**Why does the same squeezed crystal push harder in one program than in another?**

Black phosphorus consists of puckered layers in which each atom holds three neighbours by covalent bonds. The cell studied here isn't relaxed: the two zigzag bonds of each atom are about one percent shorter than in the measured crystal (a rough recalled comparison), while the third, which joins the two halves of a layer, has practically its measured length. With PBE all three still seem to push back, for reasons given below. Every program treats this same cell with PBE and no spin polarisation, and all reach the same state with a small gap. The disagreement is therefore about how hard the crystal pushes, and the roughly 2 GPa itself belongs to the chosen geometry.

Kohn-Sham DFT with PBE for black phosphorus (space group Cmce, 4 atoms) in one unrelaxed cell, without spin polarisation, spin-orbit coupling or a dispersion correction; 8×8×6 k mesh, Fermi-Dirac smearing of 0.05 eV. Pressure is positive in compression, and the Ansatz PAW value is given without its Pulay correction.

```tsv
program	potentials	basis	pressure (GPa)	largest force (eV/Å)
Octopus	pseudodojo_pbe	default	n/a	0.360
ABINIT	JTH PAW PBE v2.0	544 eV	1.900	0.335
Ansatz	Ansatz PAW	420 eV	1.990	0.338
Ansatz LAPW	all electron LAPW, scalar relativistic	0.001 eV/atom basis error	2.020	0.335
SIRIUS	dojo sr pbe 0.4.1 standard	611 eV	2.060	0.353
ABACUS	PseudoDojo NC SR 0.4.1 PBE standard	599 eV	2.070	0.352
Quantum ESPRESSO	SSSP 1.3 efficiency PBE	748 eV	2.110	0.354
GPAW	GPAW PAW data sets (gpaw data 1.2.1)	600 eV	2.290	0.381
```

Among the rows that use pseudopotentials or PAW and have a pressure, force and pressure climb together from ABINIT to GPAW, apart from the near tie of SIRIUS and ABACUS. The all-electron LAPW row, which serves as the reference below, breaks this order. It has the same largest force as ABINIT, 0.335 eV/Å, but a pressure higher by 0.12 GPa. This suggests two kinds of error, one that moves both columns and one that moves the pressure alone.

The first kind acts along the bonds. If a potential makes two bonded atoms repel slightly too much, each bond behaves like a spring that is compressed a little further. The atoms feel this because their bonds do not balance in this structure, and the cell feels it because the springs press outwards. In a crystal whose symmetry keeps every atom in balance, the same error would show in the pressure only.

The second kind depends on the volume but not on where the atoms sit inside the cell. It can't push an atom, yet it changes the energy when the cell is stretched. A plane-wave basis held fixed during the stretch has this effect, known as Pulay stress: the basis becomes coarser as the cell grows, the energy rises artificially, and the computed pressure comes out too low.

The bond part can be estimated from the forces. Let $d=2.205$ Å be the length of the zigzag bonds, used for the slightly longer third bond too (which barely changes the estimates), $f_1$ the push along each of an atom's two zigzag bonds and $f_2$ the push along its bond to the other half of the layer. The cell edges fix the bond directions. Half a zigzag repeat is $h=5.708\cos 73.2^\circ$ Å, so a zigzag bond extends $a=\sqrt{d^2-h^2}$ along the armchair direction. The third bond extends $b=4.544/2-a$ (in Å) along that direction and $s=\sqrt{d^2-b^2}$ along the stacking direction.

With $F_y$ and $F_z$ the sizes of the force on an atom along the stacking and armchair directions, balancing components gives

$$f_2=\frac{d}{s}F_y,\qquad f_1=\frac{d}{2a}\left(F_z+\frac{b}{d}f_2\right).$$

The cell of volume $V=4\times20.46=81.84$ Å³ holds four zigzag bonds and two of the other kind. Summing push times length over them gives the pressure

$$P=\frac{d\,(4f_1+2f_2)}{3V}.$$

The signs assume that all three bonds push. For the zigzag bonds, their short length and the positive stress along their axis support this. The third bond isn't short against experiment, but PBE tends to make it slightly longer than measured (recalled, not computed here), so it can still be compressed. The stresses point the same way: if this bond pulled instead, GPAW's larger forces would mean a lower stress along the stacking direction in this model, whereas the computed one is 0.23 GPa above the all-electron row.

GPAW serves as the worked case. Its force components exceed those of the all-electron row by $0.19846-0.16683=0.0316$ eV/Å along the stacking direction and by $0.32543-0.29030=0.0351$ eV/Å along the armchair direction. The formulas turn these into extra pushes $f_2=0.034$ and $f_1=0.036$ eV/Å, and hence

$$\Delta P=\frac{2.205\,(4\times0.036+2\times0.034)}{3\times81.84}\times160.2\approx0.30\ \text{GPa}.$$

The computed excess is 0.27 GPa. Apart from the choice of signs, no stress or pressure enters the estimate, and it also comes within 0.05 GPa of the extra stress in each of the three directions. GPAW's high force and high pressure can thus be read as one error, bonds that repel too much. Whether it stems from the data set or from the grid and basis is untested.

This excess is 14 percent of the force and 13 percent of the pressure in the all-electron row, which sounds alarming. The percentages are large because the cell lies close to equilibrium, where little force is left to compare with. With a bond stiffness of roughly 10 eV/Å² (a recalled order of size), the extra push corresponds to a bond only about 0.004 Å longer. For judging a relaxed structure, that length is the more useful measure.

ABINIT looks like a nearly pure case of the second kind of error. Its force matches the all-electron row, so the bond part vanishes, yet its stress is lower by 0.12 to 0.13 GPa in all three directions. Pulay stress has this even shape: in the Ansatz run, where it was evaluated, it amounts to about 0.02 GPa in each direction (the table gives that run's pressure without the correction). To explain ABINIT's deficit, the energy would have to fall by about 2 meV/atom when the cutoff is raised by 10 percent. No run here tests that slope. The data set could also be responsible, and part of the difference could come from the remaining basis error of the all-electron run. The even shape does depend on that reference: measured from the Ansatz row, ABINIT's stress is lower by 0.04 GPa along the zigzag axis but by 0.13 GPa along the stacking axis.

SIRIUS and ABACUS narrow down where their shared force offset comes from. They are different programs with potentials of one family and similar cutoffs, and they agree within 0.001 eV/Å, while both lie nearly 0.02 eV/Å above the all-electron row. The offset therefore points to the potential and not to the program, although an error from the similar cutoffs would be shared too. Quantum ESPRESSO has nearly the same force offset with an ultrasoft potential from another library, so the offset isn't peculiar to this family. Freezing the core is not enough to cause it, since ABINIT also treats only five electrons per atom and matches the all-electron force. Octopus, also with a PseudoDojo potential but on a real-space grid, lies 0.007 eV/Å above SIRIUS; its grid is a candidate that no run here tests.

For these middle rows the bond picture overshoots. For SIRIUS and ABACUS it predicts an excess pressure of 0.11 GPa, more than twice what was computed. Along the zigzag axis it predicts 0.13 to 0.14 GPa where the runs show almost none, while along the stacking axis it is only about 0.02 GPa too high. A uniform Pulay term could not repair both. Part of the misfit may lie in the reference, because measured from the Ansatz row the bond part for ABACUS is 0.09 GPa and the computed excess 0.08 GPa. Over the six rows compared with the all-electron one, subtracting the bond part lowers the typical pressure offset from 0.13 to 0.07 GPa, but that gain comes from GPAW.

The full pressure of the all-electron row shows what is left out. Bond pushes alone give 2.06 GPa against the computed 2.02 GPa, but the close match hides errors that cancel: the estimate is about 0.7 GPa too high along the zigzag axis and 0.6 GPa too low along the stacking direction. Bonds also resist changes of angle, and neighbouring layers press on each other, and the model has neither. The analysis printed below lists the bond part and the remainder for each program.

The analysis program printed:

```
Offsets from the all-electron row (eV/angstrom and GPa):
               row  force  pressure  pressure from bond forces  pressure left over
           Octopus  0.025       n/a                     0.1621                 n/a
            ABINIT      0     -0.12                  0.0009436             -0.1209
            Ansatz  0.003     -0.03                    0.02309            -0.05309
       Ansatz LAPW      0         0                          0                   0
            SIRIUS  0.018      0.04                     0.1137             -0.0737
            ABACUS  0.017      0.05                     0.1121             -0.0621
  Quantum ESPRESSO  0.019      0.09                     0.1225            -0.03254
              GPAW  0.046      0.27                     0.3043            -0.03434
Stress offsets from the all-electron row in GPa, computed and from bond forces:
               row          x          y         z    bond x     bond y    bond z
           Octopus        n/a        n/a       n/a    0.1876     0.1307    0.1678
            ABINIT    -0.1184    -0.1333   -0.1332  0.001221  0.0005622  0.001048
            Ansatz   -0.08072  -0.004778  -0.03062   0.02075    0.02787   0.02065
       Ansatz LAPW          0          0         0         0          0         0
            SIRIUS  -0.003248    0.06059   0.06128    0.1358    0.08521    0.1201
            ABACUS  -0.000766    0.06094   0.06315     0.134    0.08393    0.1184
  Quantum ESPRESSO    0.07843     0.0814    0.1033    0.1454     0.0934    0.1288
              GPAW     0.3009     0.2279    0.2829    0.3468      0.254    0.3122
All-electron row, push along each zigzag bond (eV/angstrom): 0.2684
All-electron row, push along each bond between half-layers (eV/angstrom): 0.1793
All-electron row, whole pressure from bond forces (GPa): 2.061
All-electron row, stress from bond forces along x, zigzag (GPa): 2.594
All-electron row, stress from bond forces along y, stacking (GPa): 1.34
All-electron row, stress from bond forces along z, armchair (GPa): 2.248
GPAW, extra push along each zigzag bond (eV/angstrom): 0.03588
GPAW, excess of the force over the all-electron row (percent): 13.73
GPAW, excess of the pressure over the all-electron row (percent): 13.37
Typical pressure offset, rms without the reference row (GPa): 0.1294
Typical pressure left over after the bond part, rms without the reference row (GPa): 0.06949
ABINIT, fall of energy for a 10 percent higher cutoff that would explain its low pressure (meV/atom): 2.191
```
